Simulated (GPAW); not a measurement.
# Ti2O (P-3m1) in GPAW: a series of runs

One crystal, Ti2O, is run at these levels: LDA; tasks: band structure, equation of state.

All numbers are computed with GPAW 26.7.0; they aren't measurements. Logs are shortened: lines on timing, memory, paths and dates and some standing lists are left out, and cuts for length are marked. The log counts tension as positive stress, the text compression.

### 1 The structure

Symmetry: P-3m1, No. 164, trigonal system. The conventional cell has a = 2.919 Å, b = 2.919 Å, c = 4.713 Å, α = 90.00°, β = 90.00°, γ = 120.00°. Around Ti (site symmetry 3m) lie 3 O at 2.14 Å. O (site symmetry -3m) has 6 Ti at 2.14 Å as nearest neighbours.

### 2 Band structure, LDA

Contents of run.py:

```python
from ase import Atoms
from ase.dft.bandgap import bandgap
from ase.io import write
from ase.units import GPa
from gpaw import GPAW, PW

atoms = Atoms(['Ti', 'Ti', 'O'],
              cell=[[2.9194, 0.0, 0.0],
                    [-1.4597, 2.5282745638, 0.0],
                    [0.0, 0.0, 4.713]],
              scaled_positions=[[0.3333333333, 0.6666666667, 0.72126],
                                [0.6666666667, 0.3333333333, 0.27874],
                                [0.0, 0.0, 0.0]],
              pbc=True)

calc = GPAW(mode=PW(800),
            xc='LDA',
            kpts={'size': (8, 8, 5), 'gamma': True},
            occupations={'name': 'fermi-dirac', 'width': 0.05},
            nbands=29,
            convergence={'density': 1e-05, 'energy': 1e-05},
            maxiter=150,
            txt='gpaw.txt')
atoms.calc = calc
energy = atoms.get_potential_energy()
forces = atoms.get_forces()
stress = atoms.get_stress()
calc.write('gs.gpw')
write('result.traj', atoms)
print(f'Energy: {energy:.6f} eV')
print('Forces (eV/A):')
print(forces.round(4))
print('Stress (GPa):', (stress / GPa).round(3))
print('Fermi level:', round(calc.get_fermi_level(), 4), 'eV')
print(f'Gap: {bandgap(calc)[0]:.4f} eV, direct: {bandgap(calc, direct=True)[0]:.4f} eV')

path = atoms.cell.bandpath('GMKGALHA,LM,KH', npoints=80, eps=1e-4)
bs_calc = calc.fixed_density(kpts=path, symmetry='off', nbands=41,
                             convergence={'bands': 'CBM+6.0', 'eigenstates': 1e-6}, txt='bands.txt')
bs = bs_calc.band_structure()
bs.write('bs.json')
print(f'Gap on the path: {bandgap(bs_calc)[0]:.4f} eV')
```

Potentials or basis: the program's PAW data sets (release 1.2.1) made for this functional, pw.

Run with:

```sh
OMP_NUM_THREADS=1 python run.py
```

gpaw.txt:

```text
__  _  _
 | _ |_)|_||  |
 |__||  | ||/\| - 26.7.0

Input parameters:
  mode=PW(ecut=800.0),
  convergence={'density': 1e-05, 'energy': 1e-05},
  kpts=MonkhorstPack(size=(8, 8, 5), gamma=True),
  maxiter=150,
  nbands=29,
  occupations=Occupations(name='fermi-dirac', width=0.05),
  xc=XC(name='LDA')

Diagonalizing LCAO Hamiltonian
Converting LCAO to pw mode

        Ti

           Ti

       O

Atoms  # Å, Bohr magnetons
|   | symbol |         x |        y |        z |    initial magnetic moments |
|---|--------|-----------|----------|----------|-----------------------------|
| 0 |     Ti | -0.000000 | 1.685516 | 3.399298 | ( 0.0000,  0.0000,  0.0000) |
| 1 |     Ti |  1.459700 | 0.842758 | 1.313702 | ( 0.0000,  0.0000,  0.0000) |
| 2 |      O |  0.000000 | 0.000000 | 0.000000 | ( 0.0000,  0.0000,  0.0000) |

Unit cell  # Å
| periodic |         x |        y |        z |  lengths |     angles |
|----------|-----------|----------|----------|----------|------------|
|      yes |  2.919400 | 0.000000 | 0.000000 | 2.919400 |  90.000000 |
|      yes | -1.459700 | 2.528275 | 0.000000 | 2.919400 |  90.000000 |
|      yes |  0.000000 | 0.000000 | 4.713000 | 4.713000 | 120.000000 |

Number of symmetries: 12
Symmetry operations  # r_c * U_cc + t_c -> r_c
|    | kind |            matrix            |
|----|------|------------------------------|
|  0 |  σ   |  1, 1, 0,  0,-1, 0,  0, 0, 1 |
|  1 |  S6  |  1, 1, 0, -1, 0, 0,  0, 0,-1 |
|  2 |  E   |  1, 0, 0,  0, 1, 0,  0, 0, 1 |
|  3 |  C2  |  1, 0, 0, -1,-1, 0,  0, 0,-1 |
|  4 |  C2  |  0, 1, 0,  1, 0, 0,  0, 0,-1 |
|  5 |  C3  |  0, 1, 0, -1,-1, 0,  0, 0, 1 |
|  6 |  S6  |  0,-1, 0,  1, 1, 0,  0, 0,-1 |
|  7 |  σ   |  0,-1, 0, -1, 0, 0,  0, 0, 1 |
|  8 |  σ   | -1, 0, 0,  1, 1, 0,  0, 0, 1 |
|  9 |  i   | -1, 0, 0,  0,-1, 0,  0, 0,-1 |
| 10 |  C3  | -1,-1, 0,  1, 0, 0,  0, 0, 1 |
| 11 |  C2  | -1,-1, 0,  0, 1, 0,  0, 0,-1 |

BZ-sampling:
  Number of BZ points: 320
  Number of IBZ points: 40

  Monkhorst-Pack size: [8, 8, 5]
  Monkhorst-Pack shift: [0.0625, 0.0625, 0.0]

K-points  # in reciprocal-cell coordinates
|     |                                coordinates |     weight |
|-----|--------------------------------------------|------------|
|   0 | (  0.00000000,   0.00000000,   0.00000000) | 0.00312500 |
|   1 | (  0.00000000,   0.00000000,   0.20000000) | 0.00625000 |
|   2 | (  0.00000000,   0.00000000,   0.40000000) | 0.00625000 |
|   3 | (  0.12500000,   0.00000000,  -0.40000000) | 0.01875000 |
|   4 | (  0.12500000,   0.00000000,  -0.20000000) | 0.01875000 |
|   5 | (  0.12500000,   0.00000000,   0.00000000) | 0.01875000 |
|   6 | (  0.12500000,   0.00000000,   0.20000000) | 0.01875000 |
|   7 | (  0.12500000,   0.00000000,   0.40000000) | 0.01875000 |
|   8 | (  0.25000000,  -0.12500000,   0.00000000) | 0.01875000 |
|   9 | (  0.25000000,  -0.12500000,   0.20000000) | 0.03750000 |
| ... |                                            |            |
|  39 | (  0.50000000,   0.50000000,   0.40000000) | 0.01875000 |

Plane wave coefficients: 1798
Cutoff: 800.0 eV

Spin-components: 1 (collinear spins)
Bands:           29
Projectors:      17
Spin-degeneracy: 2
Datatype:        complex128

Parallelization:
  kpt:    1
  domain: 1
  band:   1

Density:
  Valence electrons: 30.0
  Components: 1
  Grid points: [20 20 32]
  Charge: 0.0  # |e|

Potential:
  Grid points: [20 20 32]

species:
  Ti:
    name:    Titanium
    Z:       22.0
    valence: 12
    core:    10
    charge:  0.0  # [|e|]
    compensation charges:
      type: gauss
      rc: 0.38  # [Å]
      lmax: 2
    cutoffs:
      filter: 2.23  # [Å]
      core: 1.02  # [Å]
    projectors
    | kind |    occ | energy [eV] | rcut [Å] |
    |------|--------|-------------|----------|
    |   3s |  2.000 |     -62.257 |    1.270 |
    |   4s |  2.000 |      -4.593 |    1.270 |
    |   3p |  6.000 |     -38.791 |    1.058 |
    |   4p |  0.000 |      -1.536 |    1.058 |
    |   3d |  2.000 |      -4.463 |    1.058 |
    |    d |        |      22.748 |    1.058 |

    Using partial waves for Ti as LCAO basis

  O:
    name:    Oxygen
    Z:       8.0
    valence: 6
    core:    2
    charge:  0.0  # [|e|]
    compensation charges:
      type: gauss
      rc: 0.21  # [Å]
      lmax: 2
    cutoffs:
      filter: 1.17  # [Å]
      core: 0.83  # [Å]
    projectors
    | kind |    occ | energy [eV] | rcut [Å] |
    |------|--------|-------------|----------|
    |   2s |  2.000 |     -23.752 |    0.688 |
    |   2p |  4.000 |      -9.195 |    0.598 |
    |    s |        |       3.459 |    0.688 |
    |    p |        |      18.016 |    0.598 |
    |    d |        |       0.000 |    0.619 |

    Using partial waves for O as LCAO basis

Reference energy: -48375.806187  # eV

eigensolver:
  PPCG
  Converge bands: occupied
  niter=2

density mixing:
  MSR1-Mixer
  Pratt-step length: 0.05
  Maximum mixing coefficient: 0.75
  Old densities: 10
  SVD Regularization: 0.005
  Good broyden scale: 1.0
  Trust region scale: 1.0
  Backstep threshold: 4.0
  History deletion threshold: 6.0
  Fourier metric: weight=20.0, sigma=0.015

occupation numbers:
  Fermi-Dirac:
    width: 0.0500  # eV

poisson solver:
  ecut: 6400.0  # eV

xc functional:
  name: None

convergence criteria:
- Maximum integral of absolute [dens]ity change: 1e-05 electrons / valence electron
- Maximum [total energy] change in last 3 cyles: 1e-05 eV / valence electron
- Maximum integral of absolute [eigenst]ate change: 4e-08 eV^2 / valence electron
maximum number of iterations: 150

SCF iterations
|iter     | |      energy | eigst |  dens |
|---------|-|-------------|-------|-------|
|iter:   1| |  -28.111946 | +0.20 |       |
|iter:   2| |  -27.753403 | -2.14 | -1.07 |
|iter:   3| |  -26.764580 | -1.20 | -1.12 |
|iter:   4| |  -26.761665 | -3.14 | -1.74 |
|iter:   5| |  -26.764511 | -3.05 | -2.03 |
|iter:   6| |  -26.763137 | -3.82 | -2.52 |
|iter:   7| |  -26.763194 | -4.96 | -3.09 |
|iter:   8| |  -26.763200c| -6.42 | -3.78 |
|iter:   9| |  -26.763200c| -7.62c| -4.30 |
|iter:  10| |  -26.763201c| -8.21c| -5.17c|

Converged in 10 steps
Energy contributions relative to reference atoms: (reference = -48375.806187)

Energy contributions:
  Kinetic:          28.651091
  Coulomb:         -28.211356
  Zero:              0.194688
  External:          0.000000
  Xc:              -27.394731
  Entropy:          -0.005784
  Spinorbit:         0.000000
  ----------------------------
  Free energy:     -26.766093
  Extrapolated:    -26.763201

dipole moment: (-4.083767, -7.073292, -13.185445)  # |e|*Ang

Fermi level: 10.599
Eigenvalues  # (at kpt = [0.000, 0.000, 0.000])
| band index |      eig [eV] | occ [0-2] |
|------------|---------------|-----------|
|          0 |       -45.959 |     2.000 |
|        ... |               |           |
|          6 |       -22.105 |     2.000 |
|          7 |       -22.105 |     2.000 |
|          8 |       -10.153 |     2.000 |
|          9 |         2.953 |     2.000 |
|         10 |         4.805 |     2.000 |
|         11 |         4.805 |     2.000 |
[... 8 lines left out ...]
|         20 |        11.898 |     0.000 |
|         21 |        14.745 |     0.000 |
|        ... |               |           |
|         28 |        27.773 |     0.000 |

No gap
No difference between direct/indirect transitions

Forces  # eV/Ang
|        x |       y |        z |
|----------|---------|----------|
|  0.00000 | 0.00000 |  1.41611 |  # Ti   0
| -0.00000 | 0.00000 | -1.41611 |  # Ti   1
| -0.00000 | 0.00000 |  0.00000 |  # O    2

Stress tensor  # eV/Ang^3
|        x |        y |         z |
|----------|----------|-----------|
| 0.015058 | 0.000000 |  0.000000 |
| 0.000000 | 0.015058 |  0.000000 |
| 0.000000 | 0.000000 | -0.011179 |

# Writing to gs.gpw (mode='')
```

Run time: 60 s. Hardware: 1 thread of Arm Neoverse V2, shared host; peak memory 0.36 GiB.

What came out:

```
Free energy             : -26.7661 eV
Pressure                : -1.0 GPa
Largest force           : 1.416 eV/Å
Band gap along the path : none (metal or under the smearing width)
```

Forces in eV/Å, atoms in the order of the input:
```
Ti   0.000  0.000  1.416
Ti   0.000  0.000 -1.416
O    0.000  0.000  0.000
```

Stress tensor (GPa, compression positive):
```
-2.41  0.00  0.00
 0.00 -2.41  0.00
 0.00  0.00  1.79
```

Levels at the corners of the path, in eV from the Fermi level:
```csv
point,band 11,band 12,band 13,band 14,band 15,band 16,band 17,band 18,band 19,band 20
Γ,-5.79,-5.79,-3.64,-0.44,0.32,0.40,0.40,0.89,0.89,1.30
M,-6.97,-6.33,-2.87,-1.37,-0.45,1.21,1.65,2.97,3.02,3.10
K,-7.51,-6.81,-2.01,-1.24,-1.24,1.50,1.50,2.04,2.44,2.92
Γ,-5.79,-5.79,-3.64,-0.44,0.32,0.40,0.40,0.89,0.89,1.30
A,-5.89,-5.89,-2.03,-1.54,0.04,0.04,1.40,1.94,1.94,2.30
L,-6.99,-6.23,-1.62,-1.41,-0.64,-0.44,0.76,2.92,3.05,3.22
H,-7.60,-6.90,-1.65,-0.83,-0.83,1.39,1.39,1.63,2.79,2.79
A,-5.89,-5.89,-2.03,-1.54,0.04,0.04,1.40,1.94,1.94,2.30
L,-6.99,-6.23,-1.62,-1.41,-0.64,-0.44,0.76,2.92,3.05,3.22
M,-6.97,-6.33,-2.87,-1.37,-0.45,1.21,1.65,2.97,3.02,3.10
K,-7.51,-6.81,-2.01,-1.24,-1.24,1.50,1.50,2.04,2.44,2.92
H,-7.60,-6.90,-1.65,-0.83,-0.83,1.39,1.39,1.63,2.79,2.79
```

Caveat: semilocal functionals often make such compounds metallic where correlation or magnetic order opens a gap, which also shifts bond lengths; forces of over 1 eV/Å show positions far from the minimum, so gaps and moduli don't describe the material at rest.

### 3 Equation of state, LDA

Contents of run.py:

```python
from ase import Atoms
from ase.eos import EquationOfState
from ase.io import Trajectory
from ase.units import GPa
from gpaw import GPAW, PW

atoms = Atoms(['Ti', 'Ti', 'O'],
              cell=[[2.9194, 0.0, 0.0],
                    [-1.4597, 2.5282745638, 0.0],
                    [0.0, 0.0, 4.713]],
              scaled_positions=[[0.3333333333, 0.6666666667, 0.72126],
                                [0.6666666667, 0.3333333333, 0.27874],
                                [0.0, 0.0, 0.0]],
              pbc=True)

traj = Trajectory('eos.traj', 'w')
volumes, energies = [], []
for x in [0.94, 0.96, 0.98, 1.0, 1.02, 1.04, 1.06]:
    a = atoms.copy()
    a.set_cell(atoms.cell * x**(1 / 3), scale_atoms=True)
    calc = GPAW(mode=PW(800),
                xc='LDA',
                kpts={'size': (8, 8, 5), 'gamma': True},
                occupations={'name': 'fermi-dirac', 'width': 0.05},
                nbands=29,
                convergence={'density': 1e-05, 'energy': 1e-05},
                maxiter=150,
                txt=f'eos-{x:.2f}.txt')
    a.calc = calc
    energies.append(a.get_potential_energy(force_consistent=True))
    volumes.append(a.get_volume())
    p = -a.get_stress()[:3].mean() / GPa
    calc.write(f'eos-{x:.2f}.gpw')
    traj.write(a)
    print(f'{x:.2f} {volumes[-1]:10.4f} A^3 {energies[-1]:14.6f} eV {p:9.3f} GPa', flush=True)

v0, e0, B = EquationOfState(volumes, energies, eos='birchmurnaghan').fit()
print(f'V0 = {v0:.4f} A^3, E0 = {e0:.6f} eV, B0 = {B / GPa:.2f} GPa')
```

Potentials or basis: the program's PAW data sets (release 1.2.1) made for this functional, pw.

Run with:

```sh
OMP_NUM_THREADS=1 python run.py
```

It took 3.1 min on 1 thread of Arm Neoverse V2, shared host; peak memory 0.32 GiB.

Results (log left out):

```
Equilibrium volume                        : 11.57 Å³/atom
Bulk modulus at fixed shape and positions : 214 GPa
Pressure derivative of the bulk modulus   : 4.2
```

Energy against volume, from the lowest point:
```tsv
volume (Å³/atom)	energy (meV/atom)
10.900	28.33
11.132	11.58
11.364	2.38
11.596	0.00
11.828	3.78
12.059	13.03
12.291	27.30
```

Caveat: the cell was scaled at fixed shape and fractional positions, which overstates the stiffness of a crystal with free parameters, most of all of layers and chains.
